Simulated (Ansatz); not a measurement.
# Strain response of ZnSe

These are results of Ansatz 0.2.0, DFT PBEsol, scalar-relativistic, plane waves, PAW, not measurements. Run with 420 eV cutoff, 8×8×6 k-mesh, Gaussian smearing of 0.02 eV, no spin polarisation.

Starting point, cell and atoms relaxed:

```yaml
crystal:
  lattice:
    - [2.81662, 2.81662, 0.00000]
    - [-2.81662, 2.81662, 0.00000]
    - [0.00000, 0.00000, 5.63325]
  atoms:
    - { symbol: Zn, position: [0.00000, 0.00000, 0.00000] }
    - { symbol: Zn, position: [0.50000, 0.50000, 0.50000] }
    - { symbol: Se, position: [0.50000, 0.00000, 0.25000] }
    - { symbol: Se, position: [0.00000, 0.50000, 0.75000] }
```

Deformation: biaxial strain in the a-b plane, with the length and tilt of c and the atoms relaxed, all within the symmetry that the strain leaves. Energies are extrapolated to zero smearing. Gaps are Kohn–Sham gaps over the whole zone.

```
strain (%)  ΔE (meV/atom) a (Å) b (Å) c (Å) gap (eV)
      -6.0           45.5  3.744  3.744  6.022      1.18
      -4.0           19.4  3.824  3.824  5.895      1.22
      -2.0            4.7  3.904  3.904  5.765      1.24
      +0.0            0.0  3.983  3.983  5.633      1.24
      +2.0            4.2  4.063  4.063  5.496      1.07
      +4.0           16.0  4.143  4.143  5.354      0.92
      +6.0           34.5  4.222  4.222  5.207      0.78
```

Q: What stiffness (1/V) d²E/dε² at zero strain does a cubic fit over all points give?

A: A cubic fit gives (1/V) d²E/dε² = 159 GPa at zero strain (twice the biaxial modulus).

Q: How does the free axis c answer a small strain?

A: Between the innermost points its strain is -1.19 times the applied one.

Q: How fast does the gap move with strain on either side?

A: -1 meV per percent on the compressed side and -83 meV per percent on the stretched side.